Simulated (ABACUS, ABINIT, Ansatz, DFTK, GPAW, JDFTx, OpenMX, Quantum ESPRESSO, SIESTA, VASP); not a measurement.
# One calculation of KF, 11 ways

```
K F
1.0
     0.00000    2.67185    2.67185
     2.67185    0.00000    2.67185
     2.67185    2.67185    0.00000
K F
1 1
Direct
  0.00000 0.00000 0.00000
  0.50000 0.50000 0.50000
```

Alike in all runs: task single point; functional PBE; k mesh 9 × 9 × 9; occupations fermi-dirac, width 0.05 eV; no spin polarisation; no spin-orbit coupling. Pressure is positive in compression and, in plane waves, holds the error of the finite cutoff, which Ansatz's Pulay term estimates and takes out.

| program and potentials | plane-wave cutoff (eV) | notes | pressure (GPa) |
| --- | --- | --- | --- |
| SIESTA, files PseudoDojo sr-pbe-0.4.1-standard, DZP (energy shift 0.003 Ry; two zetas on semicore shells; d shell added on K) | - | atomic basis | 0.87 |
| ABACUS, PseudoDojo NC SR 0.4.1 PBE standard, plane waves | 1143 | - | 1.28 |
| Ansatz, Ansatz PAW (earlier soft set) | 420 | Pulay term of +0.17 GPa included | 1.38 |
| ABINIT, JTH PAW PBE v2.0 | 626 | - | 1.46 |
| VASP, PBE PAW files F, K_sv, 520 eV | 520 | - | 1.42 |
| JDFTx, PseudoDojo-SR-PBE-0.5-standard | 1143 | - | 1.29 |
| DFTK, PseudoDojo SR PBE 0.4.1 standard (PBE) | 1143 | - | 1.29 |
| Quantum ESPRESSO, SSSP 1.3 efficiency PBE | 816 | - | 1.35 |
| GPAW, GPAW PAW data sets (gpaw-data 1.2.1) | 800 | - | 0.57 |
| OpenMX, OpenMX 2013 PBE set, K10.0-s3p2d1, F6.0-s2p2d1, grid cutoff 400 Ry | - | atomic basis | 1.26 |
| Ansatz, all-electron LAPW, scalar-relativistic | - | - | 1.38 |

The pressure spans 0.57 (GPAW, GPAW PAW data sets (gpaw-data 1.2.1)) to 1.46 GPa (ABINIT, JTH PAW PBE v2.0), with all-electron results at 1.38. Rows in atomic bases carry the error of their basis and grid, which can be large.

The functional is the same throughout but for its coding, so the spread measures potentials, basis and numerics; runs on potential files found faulty are left out.
